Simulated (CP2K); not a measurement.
Runs of CP2K 2026.2 on Cu. It takes space group Fm-3m (No. 225, cubic). Conventional cell: a = 3.615 Å, b = 3.615 Å, c = 3.615 Å, α = 90.00°, β = 90.00°, γ = 90.00°. Cu (site symmetry m-3m) has 12 Cu at 2.56 Å as nearest neighbours. 

| task | level | potentials or basis | k mesh | smearing | EPS_DEFAULT | k points reduced by the point group | MIXING BETA (1/bohr) | NGRIDS | REL_CUTOFF (Ry) | gap on the mesh (eV) | pressure (GPa) |
| --- | --- | --- | --- | --- | --- | --- | --- | --- | --- | --- | --- |
| single point | BP86+D3(BJ) | GTH_POTENTIALS Cu GTH-PBE-q11; SZV-MOLOPT-SR-GTH basis | 10 × 10 × 10 | fermi-dirac 0.05 eV | 1.0E-10 | yes | 1.5 | 4 | 60 | none | -7.3 |
| band structure | LDA | GTH_POTENTIALS Cu GTH-PADE-q11; TZVP-MOLOPT-PBE-GTH basis | 13 × 13 × 13 | fermi-dirac 0.0259 eV | 1.0E-10 | yes | 1.5 1/bohr | 4 | 60 Ry | none | -10.1 |
| single point | PBEsol | POTENTIAL_UZH Cu GTH-PBE-q11; TZVP-MOLOPT-PBE-GTH basis | 13 × 13 × 13 | fermi-dirac 0.05 eV | 1.0E-10 | yes | 1.5 1/bohr | 4 | 60 Ry | none | -4.8 |
| band structure | r2SCAN | POTENTIAL_UZH Cu GTH-SCAN-q11; TZVP-MOLOPT-SCAN-GTH basis | 13 × 13 × 13 | fermi-dirac 0.05 eV | 1.0E-9 | yes | 1.5 1/bohr | 4 | 60 Ry | none | -4.9 |
| single point | RPBE | GTH_POTENTIALS Cu GTH-PBE-q11; DZVP-MOLOPT-SR-GTH basis | 10 × 10 × 10 | fermi-dirac 0.01 eV | 1.0E-10 | - | 1.5 | 5 | 60 | none | (a) |
| band structure | PBE | POTENTIAL_UZH Cu GTH-PBE-q11; TZVP-MOLOPT-PBE-GTH basis | 13 × 13 × 13 | fermi-dirac 0.0259 eV | 1.0E-9 | yes | 1.5 1/bohr | 5 | 60 Ry | none | 3.4 |
| band structure | LDA | GTH_POTENTIALS Cu GTH-PADE-q11; TZVP-MOLOPT-PBE-GTH basis | 13 × 13 × 13 | fermi-dirac 0.05 eV | 1.0E-9 | yes | 1.5 1/bohr | 5 | 60 Ry | none | -10.1 |
| band structure | PBEsol | POTENTIAL_UZH Cu GTH-PBE-q11; TZVP-MOLOPT-PBE-GTH basis | 13 × 13 × 13 | fermi-dirac 0.0259 eV | 1.0E-9 | yes | 1.5 1/bohr | 5 | 60 Ry | none | -4.8 |

Alike in all rows: no spin polarisation; cell as given.

Question: Fill in the values left out.

Answer: (a) 8.8.

Caveats: the basis of atomic orbitals isn't converged, which shifts pressures, moduli and gaps; the potentials were made for another functional, which shifts forces and pressure (some runs); a minimal basis gives rough bond lengths, pressures and levels (some runs); pairwise dispersion overbinds metals, which lowers pressure and volume (some runs).

A k mesh can miss the band edges.

A gap of «none» marks a metal or a gap under the smearing width.

Not every run made on this cell is shown here.
